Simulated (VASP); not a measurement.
Here is a VASP 6.6.1 calculation.

POSCAR

```
SnTe
1.0
    0.0000000000      3.1508500000      3.1508500000
    3.1508500000      0.0000000000      3.1508500000
    3.1508500000      3.1508500000      0.0000000000
Te Sn
1 1
Direct
    0.5000000000      0.5000000000      0.5000000000
    0.0000000000      0.0000000000      0.0000000000
```

Contents of INCAR.step1:

```
SYSTEM = SnTe
PREC = Accurate ; ENCUT = 520
EDIFF = 1E-5 ; ISMEAR = 0
SIGMA = 0.02 ; LREAL = .FALSE.
LASPH = .TRUE. ; NELM = 100
ALGO = Normal ; ISIF = 2
LWAVE = .TRUE. ; LCHARG = .FALSE.
NBANDS = 17 ; GGA = PE
KPAR = 4
```

File INCAR.step2:

```
SYSTEM = SnTe
PREC = Accurate ; ENCUT = 520
EDIFF = 1E-6 ; ISMEAR = 0
SIGMA = 0.02 ; LREAL = .FALSE.
LASPH = .TRUE. ; NELM = 100
ALGO = Normal ; ISIF = 2
LWAVE = .FALSE. ; LCHARG = .FALSE.
GGA = PE ; LHFCALC = .TRUE.
AEXX = 0.25 ; PRECFOCK = Fast
HFRCUT = -1 ; NBANDS = 17
ISTART = 1 ; KPAR = 4
```

File KPOINTS:

```
Automatic mesh
0
G
  6 6 6
  0 0 0
```

Contents of KPOINTS_OPT:

```
path GXWKGLUWLK,UX
10
line-mode
reciprocal
 0.0000000000  0.0000000000  0.0000000000  G
 0.5000000000  0.0000000000  0.5000000000  X

 0.5000000000  0.0000000000  0.5000000000  X
 0.5000000000  0.2500000000  0.7500000000  W

 0.5000000000  0.2500000000  0.7500000000  W
 0.3750000000  0.3750000000  0.7500000000  K

 0.3750000000  0.3750000000  0.7500000000  K
 0.0000000000  0.0000000000  0.0000000000  G

 0.0000000000  0.0000000000  0.0000000000  G
 0.5000000000  0.5000000000  0.5000000000  L

 0.5000000000  0.5000000000  0.5000000000  L
 0.6250000000  0.2500000000  0.6250000000  U

 0.6250000000  0.2500000000  0.6250000000  U
 0.5000000000  0.2500000000  0.7500000000  W

 0.5000000000  0.2500000000  0.7500000000  W
 0.5000000000  0.5000000000  0.5000000000  L

 0.5000000000  0.5000000000  0.5000000000  L
 0.3750000000  0.3750000000  0.7500000000  K

 0.6250000000  0.2500000000  0.6250000000  U
 0.5000000000  0.0000000000  0.5000000000  X
```

Potentials or basis: VASP PAW PBE potentials, release 64 (Te, Sn_d).

Launch:

```bash
$ cat potpaw_PBE.64/Te/POTCAR potpaw_PBE.64/Sn_d/POTCAR > POTCAR
$ cp INCAR.step1 INCAR
$ mpirun -np 4 vasp_std > vasp.out
$ cp INCAR.step2 INCAR
$ mpirun -np 4 vasp_std > vasp.out
```

Predict the pressure.

0.9 GPa.

Estimate the band gap on the k mesh.

0.20 eV, direct.

Estimate the band gap along the path.

0.20 eV, direct.

Levels at the corners of the path, in eV from the valence-band top:
| point | band 8 | band 9 | band 10 | band 11 | band 12 | band 13 |
| --- | --- | --- | --- | --- | --- | --- |
| Γ | -2.95 | -2.95 | -2.95 | 4.21 | 4.21 | 4.21 |
| X | -6.85 | -4.75 | -4.75 | 2.68 | 5.94 | 5.94 |
| X | -6.85 | -4.75 | -4.75 | 2.68 | 5.94 | 5.94 |
| W | -5.99 | -5.99 | -1.36 | 1.31 | 5.40 | 5.40 |
| W | -5.99 | -5.99 | -1.36 | 1.31 | 5.40 | 5.40 |
| K | -6.41 | -4.18 | -3.47 | 3.74 | 3.76 | 4.94 |
| K | -6.41 | -4.18 | -3.47 | 3.74 | 3.76 | 4.94 |
| Γ | -2.95 | -2.95 | -2.95 | 4.21 | 4.21 | 4.21 |
| Γ | -2.95 | -2.95 | -2.95 | 4.21 | 4.21 | 4.21 |
| L | -2.55 | -2.55 | 0.00 | 0.20 | 0.75 | 0.75 |
| L | -2.55 | -2.55 | 0.00 | 0.20 | 0.75 | 0.75 |
| U | -6.41 | -4.18 | -3.47 | 3.74 | 3.76 | 4.94 |
| U | -6.41 | -4.18 | -3.47 | 3.74 | 3.76 | 4.94 |
| W | -5.99 | -5.99 | -1.36 | 1.31 | 5.40 | 5.40 |
| W | -5.99 | -5.99 | -1.36 | 1.31 | 5.40 | 5.40 |
| L | -2.55 | -2.55 | 0.00 | 0.20 | 0.75 | 0.75 |
| L | -2.55 | -2.55 | 0.00 | 0.20 | 0.75 | 0.75 |
| K | -6.41 | -4.18 | -3.47 | 3.74 | 3.76 | 4.94 |
| U | -6.41 | -4.18 | -3.47 | 3.74 | 3.76 | 4.94 |
| X | -6.85 | -4.75 | -4.75 | 2.68 | 5.94 | 5.94 |

Caveat: the PAW data sets were made with another functional, which shifts forces and pressure a little; spin-orbit coupling is left out, which moves the levels of the heavy elements.

**What was measured.**

From a printed reference work, textbook, for a bulk crystal of SnTe at 300 K: band gap 0.18 eV (direct).

A measured gap of SnTe is 0.18 eV (direct; 300 K; a printed reference work, textbook); the calculated 0.20 eV misses it by +0.02 eV. Spin-orbit coupling on Sn, Te is left out. The value is that of PBE0, without temperature or zero-point motion.
